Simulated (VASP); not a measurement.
Crystal: GaN.

```
Ga N
1.0
     0.00000    2.13524    2.13524
     2.13524    0.00000    2.13524
     2.13524    2.13524    0.00000
Ga N
1 1
Direct
  0.00000 0.00000 0.00000
  0.50000 0.50000 0.50000
```

Measurements of this composition are mostly on another form, of space group No. 186.

- Program: VASP 6.6.1
- Task: relaxation of cell and atoms
- Functional: PBEsol
- Potentials or basis: VASP PAW PBE potentials, release 64 (Ga_d, N)
- Cutoff: 600 eV
- k mesh: 14 × 14 × 14
- Occupations: gaussian, width 0.02 eV
- Spin: no spin polarisation

At the start: pressure -7.4 GPa; volume 9.74 Å³/atom.

**Question.** Where does the relaxation end?

**Answer.** Over 3 steps the energy falls by 8.0 meV/atom and the volume is 9.40 Å³/atom (-3.4 %); space group Fm-3m (No. 225, to 0.05 Å).

The path:
```
step  energy change (eV)  largest force (eV/Å)  pressure (GPa)  volume (Å³)
   1              0.0000                0.0000           -7.44        19.47
   2             -0.0021                0.0000            7.80        18.22
   3             -0.0159                0.0000           -0.04        18.81
```

Final structure:
```cif
data_structure
_symmetry_space_group_name_H-M 'P 1'
_symmetry_Int_Tables_number 1
_cell_length_a 2.9851
_cell_length_b 2.9851
_cell_length_c 2.9851
_cell_angle_alpha 60.000
_cell_angle_beta 60.000
_cell_angle_gamma 60.000
_cell_volume 18.81
loop_
_atom_site_label
_atom_site_type_symbol
_atom_site_fract_x
_atom_site_fract_y
_atom_site_fract_z
_atom_site_occupancy
Ga1 Ga 0.00000 0.00000 0.00000 1
N1 N 0.50000 0.50000 0.50000 1
```

Caveat: the PAW data sets were made with another functional, which shifts forces and pressure a little.
